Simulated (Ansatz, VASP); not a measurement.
# Cross-check of AlSi31H (Al-H pair in Si) between VASP and Ansatz, part 2 of 2

One calculation is typed for both programs; each brings its own data sets. How far apart do they land? The cell is taken from a series of runs on this material, whose earlier steps may have relaxed, scaled, displaced or heated it; both programs get it as it stands.

VASP 6.6.1 and Ansatz 0.2.0.

So far. Step 2 (VASP: single point, HSE06): The run ends at a pressure of 0.51 GPa, with forces up to 1.8 eV/Å.

In doubt: a hybrid run on one k-point, which bears on gaps, levels and energies.

### 3. Ansatz: single point, HSE06

Level of this step: Ansatz beside VASP: Kohn-Sham DFT, plane waves, HSE06 (Ansatz).

Ansatz runs on its default PAW (the set named soft_2) files.

The same cell, functional, mesh and smearing now go to Ansatz.

input.yaml

```yaml
crystal:
  lattice:
    - [-5.46978324, 5.46978324, 5.46978324]
    - [5.46978324, -5.46978324, 5.46978324]
    - [5.46978324, 5.46978324, -5.46978324]
  atoms:
    - { symbol: Si, position: [0.001392509, 0.00233069, 0.503750498] }
    - { symbol: Si, position: [-0.014538647, 0.240414762, 0.244981402] }
    - { symbol: Si, position: [0.004792608, 0.500218634, -0.000946474] }
    - { symbol: Si, position: [0.000934302, 0.750832655, 0.755517409] }
    - { symbol: Si, position: [0.252577943, -0.002930243, 0.249166525] }
    - { symbol: Si, position: [0.252518802, 0.252936548, 0.004654639] }
    - { symbol: Si, position: [0.257817992, 0.500242415, 0.751286212] }
    - { symbol: Si, position: [0.245747005, 0.75959641, 0.504765692] }
    - { symbol: Si, position: [0.498893955, -0.00219482, 0.001377356] }
    - { symbol: Si, position: [0.49992004, 0.245213473, 0.755779881] }
    - { symbol: Al, position: [0.540612162, 0.50029288, 0.506070751] }
    - { symbol: Si, position: [0.499480086, 0.747358974, 0.251666994] }
    - { symbol: Si, position: [0.755909597, 0.003763158, 0.752489785] }
    - { symbol: Si, position: [0.750604521, 0.249263556, 0.504917255] }
    - { symbol: Si, position: [0.758024474, 0.500269516, 0.244240117] }
    - { symbol: Si, position: [0.755081224, 0.755061577, 0.010848092] }
    - { symbol: Si, position: [0.006375273, 0.001555326, 0.257154933] }
    - { symbol: Si, position: [0.001527884, 0.252844927, 0.004043279] }
    - { symbol: Si, position: [0.00565456, 0.500214285, 0.74971855] }
    - { symbol: Si, position: [-0.004649274, 0.752752696, 0.504047145] }
    - { symbol: Si, position: [0.251613348, 0.000868534, -0.000115473] }
    - { symbol: Si, position: [0.250319396, 0.24855222, 0.753358348] }
    - { symbol: Si, position: [0.216640007, 0.499831227, 0.491679727] }
    - { symbol: Si, position: [0.248772609, 0.747756985, 0.251388037] }
    - { symbol: Si, position: [0.505093277, -0.001084828, 0.755827342] }
    - { symbol: Si, position: [0.497791216, 0.237421411, 0.505499531] }
    - { symbol: Si, position: [0.510452863, 0.500284107, 0.242883352] }
    - { symbol: Si, position: [0.502184878, 0.751869836, 0.004991266] }
    - { symbol: Si, position: [0.750906256, -0.000929412, 0.499039769] }
    - { symbol: Si, position: [0.742158565, 0.247493516, 0.251287137] }
    - { symbol: Si, position: [0.754848168, 0.500037484, -0.005298034] }
    - { symbol: Si, position: [0.760184792, 0.763240838, 0.76832448] }
    - { symbol: H, position: [0.336069726, 0.498034797, 0.431227009] }
basis:
  ecutwfc: 420
  xc_grid: 2
hamiltonian:
  xc: hse06
kpoints:
  mp_grid: { grid: [1, 1, 1] }
scf:
  occupations: { method: fermi_dirac, width: 0.01 }
  max_iter: 120
output:
  forces: true
checkpoint:
  read: "../relax.run"
```

Started as:

```sh
> ansatz run input.yaml --threads 2 --pin off --max-ram 4710MiB --backend cpu --events-out ev --progress --plain --runs-dir out
```

Numbers of over 12 decimals in the logs are rounded to 6 here.

Output:

```text
Warning: checkpoint.read: the run can stay near the saved state's solution: 2 site(s) moved relative to the saved geometry (max |Δs| = 9.340e-3 fractional); the SCF starts from the saved state under `checkpoint.density_extrapolation: transplant`, in force with no word given; its orbitals are not used off its sites. A run without `checkpoint.read` takes nothing of the state. A lower free energy from it at the same positions (and U, V and field ramp, if any) shows a solution that this start missed, and an equal or higher one rules none out (checkpoint.read, Limitations, in the input reference)
exact exchange: scf.exx.singularity resolves to wigner_seitz, which cuts the screened interaction at the faces of the exchange supercell's Wigner-Seitz cell, so that each pair interacts once, at the shortest of its separations (the periodic images that this leaves out come, for a point-like exchange hole, to about 0.019 eV on a filled level). The cut falls within the interaction's reach, and what an exchange supercel [...]
Engine: ansatz 0.2.0, aarch64-unknown-linux-gnu
Pseudopotentials: kind: paw
Pseudopotential: Si, paw, valence charge 4, recommended cutoff 420 eV (normal), Si.paw.azcp
Pseudopotential: Al, paw, valence charge 3, recommended cutoff 420 eV (normal), Al.paw.azcp
Pseudopotential: H, paw, valence charge 1, recommended cutoff 420 eV (normal), H.paw.azcp
Functional definition: HSE06
  parameter a = 0.25
  parameter omega = 0.11/bohr
  exchange = pbe_x - a*pbe_x_sr(omega) + a*exact_x_sr(omega)
  correlation = pbe_c
Crystal: 33 atoms, lattice volume = 654.591 Å³
Basis set: ecut = 420 eV, 12839 PW (Γ), exchange–correlation on 128×128×128 points (8 copies of the dense FFT grid, shifted against one another)
Bands: 97, of which v1, the nominal top of the filled ones, is band 64 counted from 1 (63 counted from 0)
Symmetry: 1 space group operations
Space group: P1 (ITA 1), of the structure as read, at distance tolerance 8.7e-5 Å
k-points: 1
Non-local potential: Si, projectors of the file, l = 0: 2, l = 1: 2, l = 2: 2
Non-local potential: Al, projectors of the file, l = 0: 2, l = 1: 2, l = 2: 1
Non-local potential: H, projectors of the file, l = 0: 2, l = 1: 1
PAW form: soft (Blöchl's): semilocal exchange-correlation on the pseudo side does not see the compensation charge
PAW frozen core: Si, regenerated for the run's functional, and the local potential with it (the file was generated under x = pbe(κ = 0.804, μ = 0.219515), c = pbe(β = 0.066725))
PAW frozen core: Al, regenerated for the run's functional, and the local potential with it (the file was generated under x = pbe(κ = 0.804, μ = 0.219515), c = pbe(β = 0.066725))
PAW one-centre angular grid: Si, 110 points (default); XC on 64 Gauss nodes
PAW one-centre angular grid: Al, 110 points (default); XC on 64 Gauss nodes
PAW one-centre angular grid: H, 110 points (default); XC on 64 Gauss nodes
Initial density: read from a saved state, or passed on in memory by an earlier SCF of this step, an earlier step, the calling program or the single point that the run made first, carried with its atoms to this geometry
Initial wavefunctions: pseudopotential atomic-orbital guess
Functional: x = pbe(κ = 0.804, μ = 0.219515), c = pbe(β = 0.066725), warm-up for x = pbe(κ = 0.804, μ = 0.219515) + 0.25 (exact − pbe) at short range (hse, ω = 0.207870 Å⁻¹), c = pbe(β = 0.066725); HSE06 as pw.x's `hse` composes it (authors' and Libxc's form: `xc: wpbeh`)
iter 1 solved again at ethr=8.62e-5 eV; its pass at ethr=1.00e-1 eV (dr2=1.10e-1 eV) is discarded
SCF iter   1: F=—  HF=-20257.583022 eV  |F-HF|=—  |Δ(HF+E_count)|=         —  Δρ=4.52e-3  dr2=1.08e-1  ethr=8.62e-5  ⟨swp⟩=16.0  Hψ=773  notcnv=0
preconditioner: auto → none  [insulator: Δε(μ)=0.513 eV  Ē_g=7.885 eV  σ=0.010 eV  W_gap=1.00  n_scr=86 (ndim 8)  ℏωp=16.4 eV  f_vac=0.000  D(μ)=0.00/eV (n_scr^D=0)]
SCF iter   2: F=—  HF=-20257.554916 eV  |F-HF|=—  |Δ(HF+E_count)|=   2.81e-2  Δρ=1.92e-3  dr2=2.50e-2  ethr=8.47e-5  ⟨swp⟩=6.0  Hψ=259  notcnv=0
SCF iter   3: F=—  HF=-20257.553259 eV  |F-HF|=—  |Δ(HF+E_count)|=   1.66e-3  Δρ=1.01e-3  dr2=2.22e-2  ethr=1.95e-5  ⟨swp⟩=8.0  Hψ=319  notcnv=0
iter 4 solved again at ethr=9.14e-7 eV; its pass at ethr=1.73e-5 eV (dr2=1.17e-3 eV) is discarded
SCF iter   4: F=—  HF=-20257.548839 eV  |F-HF|=—  |Δ(HF+E_count)|=   4.42e-3  Δρ=2.87e-4  dr2=1.20e-3  ethr=9.14e-7  ⟨swp⟩=2.0  Hψ=455  notcnv=0
SCF iter   5: F=—  HF=-20257.548598 eV  |F-HF|=—  |Δ(HF+E_count)|=   2.41e-4  Δρ=8.11e-5  dr2=5.91e-5  ethr=9.14e-7  ⟨swp⟩=3.0  Hψ=175  notcnv=0
SCF iter   6: F=-20257.548585 eV  HF=-20257.548599 eV  |F-HF|=1.41e-5  |Δ(HF+E_count)|=   1.26e-6  Δρ=2.95e-5  dr2=1.82e-5  ethr=4.62e-8  ⟨swp⟩=4.0  Hψ=215  notcnv=0
SCF 1 stopped early in 6 iterations: F = -20257.548585 eV  dr2 = 1.82e-5
  greatest PAW one-centre occupation: 0.636 electrons in one spin orbital (limit 2), on the Si atom at site 22 (counted from 0), in its partial waves of l = 0
Initial density: handed on by an earlier stage of this run
Initial wavefunctions: those handed on with the density
Functional: x = pbe(κ = 0.804, μ = 0.219515) + 0.25 (exact − pbe) at short range (hse, ω = 0.207870 Å⁻¹), c = pbe(β = 0.066725); HSE06 as pw.x's `hse` composes it (authors' and Libxc's form: `xc: wpbeh`)
[...]
SCF iter   6: F=—  HF=-20273.560064 eV  |F-HF|=—  |Δ(HF+E_count)|=   1.81e-3  Δρ=1.32e-4  dr2=1.50e-4  ethr=3.02e-8  ⟨swp⟩=5.0  Hψ=324  notcnv=0
SCF iter   7: F=-20273.560012 eV  HF=-20273.560018 eV  |F-HF|=5.91e-6  |Δ(HF+E_count)|=   4.65e-5  Δρ=3.46e-5  dr2=1.61e-5  ethr=3.02e-8  ⟨swp⟩=3.0  Hψ=208  notcnv=0
SCF 2 stopped early in 7 iterations: F = -20273.560012 eV  dr2 = 1.61e-5
  Residual-converged pass: ⟨swp⟩=4.0  Hψ=283  notcnv=0  max |occ|·‖R‖ = 5.7e-6 eV (tolerance 6.7e-6 eV)  dr2=1.60e-5  dr2_onsite=7.75e-8  max |Δocc| = 0.0e0
  greatest PAW one-centre occupation: 0.642 electrons in one spin orbital (limit 2), on the Si atom at site 22 (counted from 0), in its partial waves of l = 0
hybrid outer 1: dexx = +6.354e-2 eV, tail = 5.41e-5 eV
Exchange kernel: α = 0.2500, screened, ω = 0.2079 Å⁻¹, Wigner–Seitz truncation, v(0) = 842.9347 eV·Å³, q-mesh 1×1×1, nearest image of the exchange supercell L = 9.47 Å, pair-density grid 32×32×32, without the augmentation charges, whose exchange is taken in its separable form (sized by the pseudopotential files, 54×54×54 at the most)
Frozen-core exchange: fock
SCF iter   1: F=—  HF=-20273.559310 eV  |F-HF|=—  |Δ(HF+E_count)|=         —  Δρ=2.59e-5  dr2=7.08e-6  ethr=2.11e-7  ⟨swp⟩=7.0  Hψ=283  notcnv=0
preconditioner: auto → none  [insulator: Δε(μ)=1.161 eV  Ē_g=9.207 eV  σ=0.010 eV  W_gap=1.00  n_scr=86 (ndim 8)  ℏωp=16.4 eV  f_vac=0.000  D(μ)=0.00/eV (n_scr^D=0)]
SCF iter   2: F=—  HF=-20273.559309 eV  |F-HF|=—  |Δ(HF+E_count)|=   1.85e-6  Δρ=4.53e-6  dr2=6.05e-7  ethr=4.58e-9  ⟨swp⟩=3.0  Hψ=186  notcnv=0
SCF iter   3: F=—  HF=-20273.559311 eV  |F-HF|=—  |Δ(HF+E_count)|=   2.37e-6  Δρ=5.52e-6  dr2=3.17e-7  ethr=8.66e-11  ⟨swp⟩=7.0  Hψ=357  notcnv=0
SCF iter   4: F=—  HF=-20273.559311 eV  |F-HF|=—  |Δ(HF+E_count)|=   7.42e-8  Δρ=8.95e-7  dr2=6.40e-8  ethr=8.66e-11  ⟨swp⟩=3.0  Hψ=201  notcnv=0
SCF iter   5: F=—  HF=-20273.559311 eV  |F-HF|=—  |Δ(HF+E_count)|=   1.79e-7  Δρ=1.60e-6  dr2=2.30e-8  ethr=1.72e-11  ⟨swp⟩=5.0  Hψ=298  notcnv=0  defer=11
SCF iter   6: F=-20273.559311 eV  HF=-20273.559311 eV  |F-HF|=1.17e-9  |Δ(HF+E_count)|=   5.13e-9  Δρ=2.76e-7  dr2=5.89e-9  ethr=1.35e-11  ⟨swp⟩=3.0  Hψ=179  notcnv=0  defer=7
SCF 3 converged in 6 iterations: F = -20273.559311 eV  dr2 = 5.89e-9
  Residual-converged pass: ⟨swp⟩=3.0  Hψ=210  notcnv=0  max |occ|·‖R‖ = 1.5e-6 eV (tolerance 1.8e-6 eV)  dr2=5.86e-9  dr2_onsite=8.78e-12  max |Δocc| = 0.0e0
hybrid outer 2: dexx = +3.347e-6 eV, tail = 1.21e-8 eV, Δε = 6.26e-4 eV (about 1.61e-5 eV left of the loop's levels), ΔF = 2.45e-3 eV/Å (tail 2.45e-4)
WARN: the filled states extend beyond the cell (their overlap across the Brillouin zone is 0.367, against 0 in a metal and nearly 1 for localised states). With one k-point a hybrid's gap, moments and forces can then be wrong. Use a denser k-mesh, or a larger cell for a defect
hybrid SCF converged: 2 outer / 13 inner (+6 warm-up), last move |dexx| = 3.35e-6 eV, tail = 1.21e-8 eV
Stability not checked: this state was not tested for a lower state beside it, because the functional holds exact exchange (a hybrid, or Hartree-Fock), whose exchange loop this test does not read (fock_operator; see scf.lower_state_search)
Free energy (F): -20273.559311 eV
Frozen-core exchange: fock
Harris-Foulkes:  -20273.559311 eV  (|F-HF|=1.17e-9)
Internal energy: -20273.559311 eV  (E = F + TS)
E sigma→0 (E₀):  -20273.559311 eV
Fermi energy:    6.329601 eV
--- Per-component energies (eV) ---
  E_band       = 26.902167
  E_kinetic    = 1301.023421
  E_local      = -901.052341  (includes V_loc(G=0)·N_el)
  E_nonlocal   = 795.064416
  E_hartree    = 256.980723
  E_xc         = -1434.492110
  E_vxc        = -1216.970515  (∫ρ·V_xc dr)
  E_exx        = -179.346671  (= α·E_x^exact, valence–valence)
  E_paw        = -16524.128332  (= ΣΔE_a)
  E_vpaw       = -106.429953  (= ΣTr[D̂ρ^β])
  E_aug_tail   = -0.001176  (compensation charges beyond the density's cutoff)
  E_ewald      = -3585.729781
  E_core_change = -1.877454  (= ΣΔE_core)
  E_smearing   = -0.000000  (= −TS)
  E_closure    = -0.000004  (closes the sum)
  Σ components = -20273.559311   (vs F -20273.559311, Δ=3.64e-12)
--- Forces (eV/Å), atoms counted from 1 ---
  atom   1  Si     0.00511046    -0.00158878    -0.01140265
  atom   2  Si     0.01968076    -0.03054833    -0.04163917
  atom   3  Si     0.00131772     0.00166039    -0.00044042
  atom   4  Si    -0.02868729    -0.01529384    -0.00608629
  atom   5  Si    -0.00345283     0.00391523    -0.00418664
  atom   6  Si    -0.00608440    -0.00701575     0.00286027
  atom   7  Si    -0.00696978     0.00430680     0.00492003
  atom   8  Si     0.04075496    -0.03043904    -0.01961623
  atom   9  Si     0.01060972    -0.00153559    -0.00396874
  atom  10  Si    -0.00115389     0.00090486    -0.00582791
  atom  11  Al     0.05793655    -0.18546847    -0.06061100
  atom  12  Si    -0.00358683    -0.00714566     0.00572664
  atom  13  Si     0.00293220     0.00434873     0.00353590
  atom  14  Si     0.00631840    -0.01564657     0.02891708
  atom  15  Si     0.01640299     0.03219610    -0.01621760
  atom  16  Si     0.00532858     0.00147831     0.00102623
  atom  17  Si     0.00425939     0.00568424     0.00059731
  atom  18  Si     0.00063070     0.00337017     0.00376878
  atom  19  Si     0.00901996     0.01219694    -0.01065404
  atom  20  Si     0.00996305    -0.00979600     0.03067816
  atom  21  Si     0.01143520    -0.00092025     0.00209169
  atom  22  Si    -0.00772780    -0.00360631     0.00178818
  atom  23  Si     0.99528299    -0.39365487    -0.97426383
  atom  24  Si    -0.00439286     0.00355865    -0.00018112
  atom  25  Si     0.00044958     0.00350037    -0.00494155
  atom  26  Si     0.01874823    -0.02265376    -0.00641943
  atom  27  Si     0.04002296    -0.01364104    -0.04088468
  atom  28  Si    -0.00119102    -0.00457189     0.00664561
  atom  29  Si    -0.00120191    -0.00053531    -0.00888882
  atom  30  Si    -0.03039203    -0.00957273    -0.01096934
  atom  31  Si     0.00421984    -0.01620874    -0.00261144
  atom  32  Si     0.00314303    -0.02063624    -0.01900068
  atom  33  H     -1.16869468     0.71337715     1.15621710
  max |Σ_I F_I| component: 3.86e-5 eV/Å
--- Band table (eV) ---
  k-point 0: bands = [... 60 lower, 4.6678, 5.5193, 5.7296, 5.7484, 6.9094]
  guard bands above this table: 32 of the run's 97 bands. The solve was not asked for them (output.publish_guard_bands: true or output.eigenvalues: true publishes all)
```

Reading the cycles: dr2 is the Hartree energy of the density residual (eV), the measure of convergence; HF is the Harris–Foulkes estimate of the energy, which meets the free energy F at convergence.

### 4. Comparison

Known differences besides the potentials themselves: exact exchange at q = 0 is treated differently, which shows on coarse meshes; VASP keeps PBE cores, Ansatz makes them for the functional; the cutoff is 420 eV in Ansatz and 400 eV in VASP (PREC = Accurate, projectors in real space); VASP takes a coarser grid for exact exchange (PRECFOCK = Fast). Total energies have different zeros and are not compared.

The two programs side by side:

```
              quantity  Ansatz   VASP  difference
gap on the k mesh (eV)   1.161  1.209      -0.048
```

Forces on 7 of the 33 atoms, those with the largest forces and the largest differences (eV/Å; atoms numbered as in POSCAR):

```
atom         Ansatz x, y, z           VASP x, y, z
 Si2  0.020, -0.031, -0.042  0.025, -0.030, -0.042
 Si8  0.041, -0.030, -0.020  0.041, -0.029, -0.025
Si14   0.016, 0.032, -0.016   0.021, 0.031, -0.020
Si22  0.995, -0.394, -0.974  0.982, -0.392, -0.961
Si26  0.040, -0.014, -0.041  0.039, -0.014, -0.040
Al32  0.058, -0.185, -0.061  0.051, -0.171, -0.054
 H33   -1.169, 0.713, 1.156   -1.149, 0.708, 1.139
```

The forces differ by 4.3 meV/Å r.m.s., which is 1.9 % of the r.m.s. force of 0.230 eV/Å (both taken over all components). A gap on the mesh is an upper bound, since the band edges may lie between its points.

### 5. Summary of results

```
r.m.s. force difference (single point, HSE06)         : 1.9 % of the r.m.s. force
difference in gap on the k mesh (single point, HSE06) : -0.048 eV
```

In words: The r.m.s. force difference is 1.9 % of the r.m.s. force (single point, HSE06), within the 3 % picked in this series as the mark of a large difference. Such differences can come from data sets, numerical settings and the points named under the comparisons, not from the functional's error against experiment.

[Lines on the potential files, build, host, timing and source positions are cut from VASP's logs without a mark.]

[Logs are printed without paths, hosts, clocks, repeated set-up lines and the standing remarks that a program may print on its own settings, such as how far it seeks lower states.]

[Hosts, paths, dates, database ids (printed as entryN), source tags and the programs' standing remarks are cut or masked in the printed files.]
